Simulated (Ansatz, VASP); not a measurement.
# GaP: VASP beside Ansatz, part 2 of 2

One calculation is typed for both programs; each brings its own data sets and cutoff. How far apart do they land? The cell is taken from a series of VASP runs on this material, whose earlier steps may have relaxed, scaled or displaced it; both programs get it as it stands.

VASP 6.6.1 and Ansatz 0.2.0.

So far, gap on the k-mesh (eV): step 4 (side by side) 1.78.

**5. VASP: single point, r2SCAN with rVV10, volume scaled by 0.94**

Level of this step: r2SCAN with rVV10; plane waves and PAW (Ga_d, P) (VASP).

A single point gives forces, pressure and levels at one fixed geometry, so differences don't come from the geometry; what else differs is listed under the comparison. The cell compared in this pair holds 37.61 Å³, against 40.01 Å³ for the pair before.

INCAR

```
SYSTEM = GaP
PREC = Accurate
ENCUT = 400
EDIFF = 1E-06
NELM = 100
ISMEAR = 0
SIGMA = 0.05
LREAL = .FALSE.
ALGO = Normal
METAGGA = R2SCAN
LUSE_VDW = .TRUE.
IVDW_NL = 2
BPARAM = 11.95
CPARAM = 0.0093
LASPH = .TRUE.
NBANDS = 15
LORBIT = 11
LWAVE = .FALSE.
LCHARG = .FALSE.
KPAR = 2
ISIF = 2
```

POSCAR

```
GaP
1.0
    0.0000000000      2.6592770742      2.6592770742
    2.6592770742      0.0000000000      2.6592770742
    2.6592770742      2.6592770742      0.0000000000
Ga P
1 1
Direct
    0.0000000000      0.0000000000      0.0000000000
    0.2500000000      0.2500000000      0.2500000000
```

KPOINTS

```
Automatic mesh
0
Gamma
7 7 7
0 0 0
```

PAW data sets: Ga_d and P (PBE family, release 64).

Command:

```console
mpirun -np 2 vasp_std
```

Numbers of over 12 decimals in the logs are rounded to 6 here.

Log:

```text
[banner, memory and clock lines left out]
running    2 mpi-ranks, on    1 nodes
[...]
[... a notice as in an earlier step ...]

 [... a notice as in an earlier step ...]

 LDA part: xc-table for (None), standard interpolation
 POSCAR, INCAR and KPOINTS ok, starting setup
[...]
entering main loop
       N       E                     dE             d eps       ncg     rms          rms(c)
Total rVV10 correction in eV:      0.4763869    20.1367708
Total rVV10 correction in eV:      0.4763869    20.1367708
DAV:   1     0.616657142603E+02    0.61666E+02   -0.81832E+03   600   0.156E+03
DAV:   2    -0.174888416765E+02   -0.79155E+02   -0.75669E+02   670   0.298E+02
DAV:   3    -0.230830903052E+02   -0.55942E+01   -0.55767E+01   768   0.653E+01
DAV:   4    -0.231627421266E+02   -0.79652E-01   -0.79639E-01   692   0.867E+00
DAV:   5    -0.231643035599E+02   -0.15614E-02   -0.15613E-02   804   0.106E+00    0.527E+00
Total rVV10 correction in eV:      0.4833691    20.1367692
Total rVV10 correction in eV:      0.4833691    20.1367692
[...]
Total rVV10 correction in eV:      0.4997251    20.1367692
Total rVV10 correction in eV:      0.4997251    20.1367692
DAV:   9    -0.208935341613E+02    0.96309E-04   -0.24034E-03   677   0.483E-01    0.801E-02
Total rVV10 correction in eV:      0.4996271    20.1367692
Total rVV10 correction in eV:      0.4996271    20.1367692
DAV:  10    -0.208935218136E+02    0.12348E-04   -0.15732E-04   726   0.934E-02    0.324E-02
Total rVV10 correction in eV:      0.4998678    20.1367692
Total rVV10 correction in eV:      0.4998678    20.1367692
DAV:  11    -0.208935196623E+02    0.21513E-05   -0.12171E-05   808   0.361E-02    0.522E-03
Total rVV10 correction in eV:      0.4999175    20.1367692
Total rVV10 correction in eV:      0.4999175    20.1367692
DAV:  12    -0.208935168202E+02    0.28421E-05   -0.16515E-06   595   0.111E-02    0.231E-03
Total rVV10 correction in eV:      0.4999225    20.1367692
Total rVV10 correction in eV:      0.4999225    20.1367692
DAV:  13    -0.208935172994E+02   -0.47920E-06   -0.24683E-07   384   0.797E-03
Total rVV10 correction in eV:      0.4999187    20.1367692
Total rVV10 correction in eV:      0.4999187    20.1367692
Total rVV10 correction in eV:      0.4999215    20.1367692
Total rVV10 correction in eV:      0.4999215    20.1367692
   1 F= -.20893517E+02 E0= -.20893517E+02  d E =-.475531E-12
```

OUTCAR, selected parts (step 5):

```text
  Total        1.5346709      1.5346709      1.5346709      0.0000000     -0.0000000     -0.0000000
  in kB       65.3740046     65.3740046     65.3740046      0.0000000     -0.0000000     -0.0000000
  external PRESSURE =      65.3740046 kB  Pullay stress =       0.0000000 kB

 POSITION                                       TOTAL-FORCE (eV/Angst)
 -----------------------------------------------------------------------------------
      0.00000      0.00000      0.00000        -0.000000     -0.000000     -0.000000
      1.32964      1.32964      1.32964         0.000000      0.000000      0.000000
 -----------------------------------------------------------------------------------
    total drift:                                0.000009      0.000009      0.000009

  FREE ENERGIE OF THE ION-ELECTRON SYSTEM (eV)
  ---------------------------------------------------
  free  energy   TOTEN  =       -20.8935172994 eV

  energy  without entropy=      -20.8935172994  energy(sigma->0) =      -20.89351730

[... 3 further parts left out ...]
[key lines of the parts left out:]
E-fermi :   5.4689
```

The run ends at a pressure of 6.54 GPa.

**6. Ansatz: single point, r2SCAN with rVV10, volume scaled by 0.94**

The same cell, functional, mesh and smearing now go to Ansatz, which takes its cutoff from its data sets.

The cell is a member of a volume series, scaled by 0.94 from a relaxed one, so a pressure remains.

input.yaml

```yaml
crystal:
  lattice:
    - [0.0, 2.6592770742, 2.6592770742]
    - [2.6592770742, 0.0, 2.6592770742]
    - [2.6592770742, 2.6592770742, 0.0]
  atoms:
    - { symbol: Ga, position: [0.0, 0.0, 0.0] }
    - { symbol: P, position: [0.25, 0.25, 0.25] }
hamiltonian:
  xc: r2scan
  pseudopotentials: { kind: paw }
  dispersion: rvv10
kpoints:
  mp_grid: { grid: [7, 7, 7] }
scf:
  occupations: { method: gaussian, width: 0.05 }
  n_extra_bands: 4
output:
  forces: true
  stress: true
  eigenvalues: true
```

Command:

```console
ansatz run input.yaml --threads 2 --pin off --max-ram 4608MiB --backend cpu --events-out ev --progress --plain --runs-dir out
```

Log:

```text
[...]
Crystal: 2 atoms, lattice volume = 37.612 Å³
Basis set: ecut = 500 eV, 941 PW (Γ), exchange–correlation on 128×128×128 points (64 copies of the dense FFT grid, shifted against one another)
Bands: 13, of which v1, the nominal top of the filled ones, is band 9 counted from 1 (8 counted from 0)
Symmetry: 24 space group operations
[...]
--- Band table (eV; the first three rows and the last of 20) ---
  k-point 0: bands = [... 5 lower, -5.7702, 7.8667, 7.8667, 7.8667, 10.8678, 11.9917, 11.9917, 11.9917]
  k-point 1: bands = [... 5 lower, -5.4607, 5.8437, 7.5283, 7.5283, 11.0801, 12.4915, 12.4915, 13.2435]
  k-point 2: bands = [... 5 lower, -4.6123, 3.0228, 6.9661, 6.9661, 10.5170, 12.9946, 12.9946, 15.7454]
  k-point 19: bands = [... 5 lower, -2.3027, 0.8378, 3.4122, 4.6433, 11.7214, 13.7745, 14.8157, 15.5240]
[key lines of the parts left out:]
SCF converged after 7 iterations
Free energy (F): -4548.745148 eV
Fermi energy:    8.695682 eV
P = ⅓ Tr σ = 6.8298 GPa (68.298 kbar)
```

The job ended after 5.3 s (2 threads of Arm Neoverse N1, shared host; peak memory 0.42 GiB).

The run ends at a pressure of 6.83 GPa.

**7. Side by side**

Compared:

```csv
quantity,Ansatz,VASP,difference
pressure (GPa),6.83,6.54,+0.29
gap on the k mesh (eV),1.659,1.664,-0.005
```

A gap on the mesh is an upper bound, since the band edges may lie between its points.

**8. Ansatz: single point, r2SCAN with rVV10, volume scaled by 1.04**

A single point gives forces, pressure and levels at one fixed geometry, so differences don't come from the geometry; what else differs is listed under the comparison. The cell compared in this pair holds 41.61 Å³, against 37.61 Å³ for the pair before.

The cell is a member of a volume series, scaled by 1.04 from a relaxed one, so a pressure remains.

input.yaml, the sections that differ from step 6:

```yaml
crystal:
  lattice:
    - [0.0, 2.7504183156, 2.7504183156]
    - [2.7504183156, 0.0, 2.7504183156]
    - [2.7504183156, 2.7504183156, 0.0]
  atoms:
    - { symbol: Ga, position: [0.0, 0.0, 0.0] }
    - { symbol: P, position: [0.25, 0.25, 0.25] }
# hamiltonian, kpoints, scf, output: as in step 6
```

Log:

```text
[...]
Crystal: 2 atoms, lattice volume = 41.613 Å³
Basis set: ecut = 500 eV, 1067 PW (Γ), exchange–correlation on 128×128×128 points (64 copies of the dense FFT grid, shifted against one another)
Bands: 13, of which v1, the nominal top of the filled ones, is band 9 counted from 1 (8 counted from 0)
Symmetry: 24 space group operations
[...]
--- Band table (eV; the first three rows and the last of 20) ---
  k-point 0: bands = [... 5 lower, -6.2780, 6.5480, 6.5480, 6.5480, 8.6500, 10.7129, 10.7129, 10.7129]
  k-point 1: bands = [... 5 lower, -6.0099, 4.5956, 6.2594, 6.2594, 9.2633, 11.1545, 11.1545, 11.5407]
  k-point 2: bands = [... 5 lower, -5.2708, 2.0248, 5.7655, 5.7655, 8.8473, 11.6473, 11.6473, 13.8344]
  k-point 19: bands = [... 5 lower, -3.3234, -0.0148, 2.6488, 3.7373, 10.3570, 12.1719, 13.2570, 13.9776]
[key lines of the parts left out:]
SCF converged after 6 iterations
Free energy (F): -4548.782648 eV
Fermi energy:    7.467366 eV
P = ⅓ Tr σ = -2.9605 GPa (-29.605 kbar)
```

It took 4.9 s on 2 threads; peak memory 0.43 GiB; 9.1 s of CPU time.

Between step 7 and this run (cell volume +10.6 %) the value for the gap on the k-mesh moves from 1.66 eV to 1.84 eV.

**9. VASP: single point, r2SCAN with rVV10, volume scaled by 1.04**

The same cell, functional, mesh and smearing now go to VASP, with its own data sets and cutoff.

INCAR is that of step 5.

POSCAR

```
GaP
1.0
    0.0000000000      2.7504183156      2.7504183156
    2.7504183156      0.0000000000      2.7504183156
    2.7504183156      2.7504183156      0.0000000000
Ga P
1 1
Direct
    0.0000000000      0.0000000000      0.0000000000
    0.2500000000      0.2500000000      0.2500000000
```

KPOINTS is that of step 5.

Command:

```console
mpirun -np 2 vasp_std
```

Log:

```text
[... set-up lines as in an earlier step ...]
 entering main loop
       N       E                     dE             d eps       ncg     rms          rms(c)
Total rVV10 correction in eV:      0.4957797    20.1367708
Total rVV10 correction in eV:      0.4957797    20.1367708
DAV:   1     0.610669211106E+02    0.61067E+02   -0.82698E+03   616   0.157E+03
DAV:   2    -0.178011959599E+02   -0.78868E+02   -0.75137E+02   691   0.290E+02
DAV:   3    -0.231356520693E+02   -0.53345E+01   -0.53162E+01   705   0.652E+01
DAV:   4    -0.232170896844E+02   -0.81438E-01   -0.81414E-01   747   0.870E+00
DAV:   5    -0.232189117248E+02   -0.18220E-02   -0.18220E-02   741   0.115E+00    0.468E+00
Total rVV10 correction in eV:      0.5025207    20.1367718
Total rVV10 correction in eV:      0.5025207    20.1367718
DAV:   6    -0.209337976408E+02    0.22851E+01   -0.60298E-01   763   0.152E+01    0.300E+00
Total rVV10 correction in eV:      0.5127569    20.1367718
Total rVV10 correction in eV:      0.5127569    20.1367718
DAV:   7    -0.209256492403E+02    0.81484E-02   -0.20400E-01   726   0.378E+00    0.158E+00
[...]
Total rVV10 correction in eV:      0.5187045    20.1367718
Total rVV10 correction in eV:      0.5187045    20.1367718
DAV:   9    -0.209296678244E+02   -0.16560E-03   -0.18442E-03   740   0.435E-01    0.739E-02
Total rVV10 correction in eV:      0.5186400    20.1367718
Total rVV10 correction in eV:      0.5186400    20.1367718
DAV:  10    -0.209296535050E+02    0.14319E-04   -0.13238E-04   705   0.920E-02    0.396E-02
Total rVV10 correction in eV:      0.5189164    20.1367718
Total rVV10 correction in eV:      0.5189164    20.1367718
DAV:  11    -0.209296457928E+02    0.77122E-05   -0.15565E-05   769   0.404E-02    0.517E-03
Total rVV10 correction in eV:      0.5189582    20.1367718
Total rVV10 correction in eV:      0.5189582    20.1367718
DAV:  12    -0.209296434085E+02    0.23842E-05   -0.13686E-06   562   0.104E-02    0.284E-03
Total rVV10 correction in eV:      0.5189612    20.1367718
Total rVV10 correction in eV:      0.5189612    20.1367718
DAV:  13    -0.209296436826E+02   -0.27405E-06   -0.26314E-07   398   0.696E-03
Total rVV10 correction in eV:      0.5189587    20.1367718
Total rVV10 correction in eV:      0.5189587    20.1367718
Total rVV10 correction in eV:      0.5189621    20.1367718
Total rVV10 correction in eV:      0.5189621    20.1367718
   1 F= -.20929644E+02 E0= -.20929644E+02  d E =-.121567E-12
```

Parts of OUTCAR (step 9):

```text
  Total       -0.8378872     -0.8378872     -0.8378872      0.0000000      0.0000000      0.0000000
  in kB      -32.2604122    -32.2604122    -32.2604122      0.0000000      0.0000000      0.0000000
  external PRESSURE =     -32.2604122 kB  Pullay stress =       0.0000000 kB

 POSITION                                       TOTAL-FORCE (eV/Angst)
 -----------------------------------------------------------------------------------
      0.00000      0.00000      0.00000         0.000000      0.000000      0.000000
      1.37521      1.37521      1.37521        -0.000000     -0.000000     -0.000000
 -----------------------------------------------------------------------------------
    total drift:                               -0.000005     -0.000005     -0.000005

  FREE ENERGIE OF THE ION-ELECTRON SYSTEM (eV)
  ---------------------------------------------------
  free  energy   TOTEN  =       -20.9296436826 eV

  energy  without entropy=      -20.9296436826  energy(sigma->0) =      -20.92964368

[... 1 part as in an earlier step ...]

[... 2 further parts left out ...]
[key lines of the parts left out:]
E-fermi :   4.4079
```

The run ends at a pressure of -3.23 GPa.

**10. Side by side**

Both answers:

```csv
quantity,Ansatz,VASP,difference
pressure (GPa),-2.96,-3.23,+0.27
gap on the k mesh (eV),1.840,1.846,-0.006
```

A gap on the mesh is an upper bound, since the band edges may lie between its points.

**11. Results**

```json
{
  "difference in gap over the path points (band structure, r2SCAN with rVV10)": "-0.0055 eV",
  "difference in gap on the k mesh (single point, r2SCAN with rVV10, volume scaled by 0.94)": "-0.0046 eV",
  "difference in gap on the k mesh (single point, r2SCAN with rVV10, volume scaled by 1.04)": "-0.0063 eV"
}
```

What this shows: The difference in gap on the k mesh is -0.0063 eV (single point, r2SCAN with rVV10, volume scaled by 1.04), within the 0.08 eV picked in this series as the mark of a large difference. 6 further runs of this series are not shown here. How closely two codes agree says nothing of how well the functional describes the real material.

[Lines on the potential files, build, host, timing and source positions are cut from VASP's logs without a mark.]

[Logs are printed without paths, hosts, clocks, repeated set-up lines and the standing remarks that a program may print on its own settings, such as how far it seeks lower states.]

[Hosts, paths, dates, database ids (printed as entryN), source tags and the programs' standing remarks are cut or masked in the printed files.]
